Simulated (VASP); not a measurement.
Input of a VASP 6.6.1 run:

The input INCAR:

```
SYSTEM = Ge
ALGO = Normal ; EDIFF = 1E-7
EDIFFG = -0.005 ; ENCUT = 600
IBRION = 2 ; ISIF = 3
ISMEAR = 0 ; LASPH = .True.
LCHARG = .False. ; LMIXTAU = .True.
LREAL = .False. ; LWAVE = .False.
METAGGA = R2SCAN ; NELM = 80
NSW = 90 ; PREC = Accurate
SIGMA = 0.03
```

File KPOINTS:

```
k-points
0
Gamma
  10 10 10
  0 0 0
```

Contents of POSCAR:

```
Ge                                      
1.0
    0.0000000000      2.8383942281      2.8383942281
    2.8383942281      0.0000000000      2.8383942281
    2.8383942281      2.8383942281      0.0000000000
  Ge            
     2
Direct
     0.0000000000000000    0.0000000000000000    0.0000000000000000
     0.2500000000000000    0.2500000000000000    0.2500000000000000
```

Potentials or basis: VASP PAW PBE potentials, release 64 (Ge_d).

The run is started by

```sh
$ cat potpaw_PBE.64/Ge_d/POTCAR > POTCAR
$ mpirun -np 1 vasp_std > vasp.out
```

**Question.** Predict the band gap on the k mesh.

**Answer.** 0.31 eV, direct.

Final structure:
```xyz
2
Lattice="0.0000 2.8384 2.8384 2.8384 0.0000 2.8384 2.8384 2.8384 0.0000" Properties=species:S:1:pos:R:3 pbc="T T T"
Ge    0.0000    0.0000    0.0000
Ge    1.4192    1.4192    1.4192
```

Caveat: the relaxation stopped at its first step, so nothing moved. A k mesh can miss the band edges.
